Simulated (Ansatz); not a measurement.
# Tantalum, simple cubic under PBE: ground state and equation of state

Aim: take tantalum in the simple cubic structure, relax it, solve it on a dense k-mesh, switch on spin-orbit coupling, then scale the cell to 7 volumes from 88 to 112 % of the relaxed one and try a fit of the equation of state. The k-meshes are 12×12×12 for the relaxation; 19×19×19 for the dense run; 11×11×11 for spin-orbit coupling; 13×13×13 for the volumes.

This is Ta in the simple cubic structure; at room conditions it is bcc.

Program: Ansatz 0.2.0. Level of theory: DFT PBE, plane waves (420 eV) with PAW, scalar-relativistic. These are calculated values, not measurements.

## 1. Starting point

Symmetry: Pm-3m, No. 221, cubic system. The conventional cell has a = 2.692 Å, b = 2.692 Å, c = 2.692 Å, α = 90.00°, β = 90.00°, γ = 90.00°. Around Ta (site symmetry m-3m) lie 6 Ta at 2.69 Å.

As a file:

```cif
data_structure
_symmetry_space_group_name_H-M 'Pm-3m'
_symmetry_Int_Tables_number 221
_cell_length_a 2.6920
_cell_length_b 2.6920
_cell_length_c 2.6920
_cell_angle_alpha 90.000
_cell_angle_beta 90.000
_cell_angle_gamma 90.000
_cell_volume 19.51
loop_
_atom_site_label
_atom_site_type_symbol
_atom_site_symmetry_multiplicity
_atom_site_Wyckoff_symbol
_atom_site_fract_x
_atom_site_fract_y
_atom_site_fract_z
_atom_site_occupancy
Ta1 Ta 1 a 0.00000 0.00000 0.00000 1
```

## 2. Relaxation of the cell

input.yaml

```yaml
crystal:
  lattice:
    - [2.6919965271, 0.0, 0.0]
    - [0.0, 2.6919965271, 0.0]
    - [0.0, 0.0, 2.6919965271]
  atoms:
    - { symbol: Ta, position: [0.0, 0.0, 0.0] }
hamiltonian:
  xc: pbe
  pseudopotentials:
    kind: paw
    azcp:
      Ta: "pseudopotentials/Ta.paw.azcp"
basis:
  ecutwfc: 420
  fft_grid_basis: typed
kpoints:
  mp_grid: { grid: [12, 12, 12], shift: [0, 0, 0] }
magnetization:
  spin_polarized: false
scf:
  occupations: { method: fermi_dirac, width: 0.1 }
relax:
  max_steps: 60
  f_tol: 0.01
  cell: {}
```

The run is started by

```sh
> ansatz run input.yaml --threads 1 --pin off --max-ram 3584MiB --backend cpu --events-out ev --progress --plain --runs-dir out
```

The runs that follow: The energy on a finer k-mesh; With spin-orbit coupling; Volume × 0.88; Volume × 0.92; Volume × 0.96; Volume × 1.0; Volume × 1.04; Volume × 1.08; Volume × 1.12.

Before running it: what results should come out? Wanted: space group; conventional cell; volume; shortest distance; gap on the mesh; relative to bcc; V₀, B₀, B₀′.

The runs gave:

```
                      quantity                         value
space group (spins left aside)               Pm-3m (No. 221)
             conventional cell                   a = 2.742 Å
                        volume                20.621 Å³/atom
             shortest distance                       2.742 Å
               gap on the mesh  none (levels filled in part)
               relative to bcc                +1127 meV/atom
                   V₀, B₀, B₀′  20.590 Å³/atom, 144 GPa, 3.9
```

What this shows: The relaxation enlarged the cell by 5.7 % in volume. Against the reference form of tantalum (bcc, computed apart with the same settings) it stands 1127 meV/atom higher, so it is far from stable. No gap shows: it is a metal or semimetal at this level. Totals with and without spin-orbit coupling (-22.6 eV/atom apart) can't be read as binding, since the two-component data shift the zero of energy. The fitted modulus is 144 GPa. Relaxation kept the symmetry; phonons were not checked.
